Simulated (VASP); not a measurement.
# BaS in VASP: how settings move the PBE single point

The PBE single point of BaS (rocksalt), under +3.2 % equal strain in all directions is repeated with altered inputs. Which of them can be trusted?

Program: VASP 6.6.1. PAW datasets, plane waves. Calculated at 0 K for a non-magnetic (in the reference) cell.

### 1 The structure to begin with

The cell comes from an earlier relaxation with r2SCAN in another program. Some of the altered inputs switch spin polarisation on.

The symmetry is Fm-3m (No. 225, cubic); a = 6.627 Å in the conventional setting, 36.38 Å³ an atom. Around Ba lie 6 S at 3.31 Å; around S lie 6 Ba at 3.31 Å.

Structure file:

```
CELL_PARAMETERS angstrom
0.00000 3.31361 3.31361
3.31361 0.00000 3.31361
3.31361 3.31361 0.00000
ATOMIC_POSITIONS crystal
Ba 0.00000 0.00000 0.00000
S 0.50000 0.50000 0.50000
```

### 2 Baseline

INCAR

```
ENCUT = 520.000000
SIGMA = 0.020000
EDIFF = 1.00e-07
GGA = PE
PREC = Accurate
IBRION = -1
ISIF = 2
ISMEAR = -1
NBANDS = 15
NELM = 120
NSW = 0
LASPH = .TRUE.
LCHARG = .FALSE.
LWAVE = .FALSE.
LREAL = .FALSE.
```

KPOINTS

```
KPOINTS created by Atomic Simulation Environment
0
Gamma
8 8 8
0 0 0
```

POSCAR

```
Ba S
 1.0000000000000000
     0.0000000000000000    3.3136097993000000    3.3136097993000000
     3.3136097993000000    0.0000000000000000    3.3136097993000000
     3.3136097993000000    3.3136097993000000    0.0000000000000000
 Ba  S
   1   1
Cartesian
  0.0000000000000000  0.0000000000000000  0.0000000000000000
  3.3136097993000000  3.3136097993000000  3.3136097993000000
```

A file KPOINTS_OPT adds named points for the levels; it doesn't enter the self-consistent loop.

Potentials: the recommended PBE PAW datasets, 16 valence electrons.

On the command line:

```console
$ mpirun -np 1 vasp_std
```

### 3 Altered input 1

INCAR: that of step 2 with these lines changed.

```diff
@@ -15 +15,3 @@
 LREAL = .FALSE.
+ISPIN = 2
+MAGMOM = 1 1
```

KPOINTS is that of step 2.

POSCAR is that of step 2.

### 4 Altered input 2

INCAR

```
ENCUT = 520.000000
EDIFF = 1.00e-07
GGA = PE
PREC = Accurate
IBRION = -1
ISIF = 2
NBANDS = 15
NSW = 0
LASPH = .TRUE.
LCHARG = .FALSE.
LWAVE = .FALSE.
LREAL = .FALSE.
ISMEAR = 2
SIGMA = 0.5
ISPIN = 2
MAGMOM = -0.5 -0.5
NELM = 97
```

KPOINTS

```
KPOINTS created by Atomic Simulation Environment
0
Monkhorst-Pack
8 8 8
0 0 0
```

POSCAR is that of step 2.

### 5 Altered input 3

INCAR: that of step 2 with these lines changed.

```diff
@@ -1,5 +1,3 @@
-ENCUT = 520.000000
 SIGMA = 0.020000
 EDIFF = 1.00e-07
-GGA = PE
 PREC = Accurate
@@ -15 +13,3 @@
 LREAL = .FALSE.
+METAGGA = M06L
+ENCUT = 400
```

KPOINTS is that of step 2.

POSCAR is that of step 2.

### 6 Altered input 4

INCAR: that of step 2 with these lines changed.

```diff
@@ -8,4 +8,2 @@
 ISMEAR = -1
-NBANDS = 15
-NELM = 120
 NSW = 0
@@ -15 +13,3 @@
 LREAL = .FALSE.
+NELM = 55
+NBANDS = 7
```

KPOINTS is that of step 2.

POSCAR is that of step 2.

What does the calculation give? Wanted: for each run, changed; ending; energy change; pressure; electronic steps; usable.

**Answer**, as computed:

| run | changed | ending | energy change (meV/atom) | pressure (GPa) | gap on the mesh (eV; negative: overlap) | electronic steps | time | usable |
| --- | --- | --- | --- | --- | --- | --- | --- | --- |
| ref. | – | converged | 0 | -2.7 | 2.26 | 15 | 38 s | yes |
| 1 | ISPIN = 2, MAGMOM = 1 1 | converged | 0.0 | -2.7 | – | 16 | 74 s | yes |
| 2 | ISMEAR = 2, SIGMA = 0.5, ISPIN = 2, MAGMOM = -0.5 -0.5, NELM = 97, shifted mesh | converged | 1.1 | -2.8 | – | 16 | 2.7 min | no |
| 3 | METAGGA = M06L, ENCUT = 400 | crashed | – | – | – | 120 | 9.9 min | no |
| 4 | NBANDS = 7 | refused | – | – | – | – | 0.9 s | no |

Of 4 altered inputs, 2 gave no result, 1 ended normally on a faulty or unsound input, 1 gave usable results.
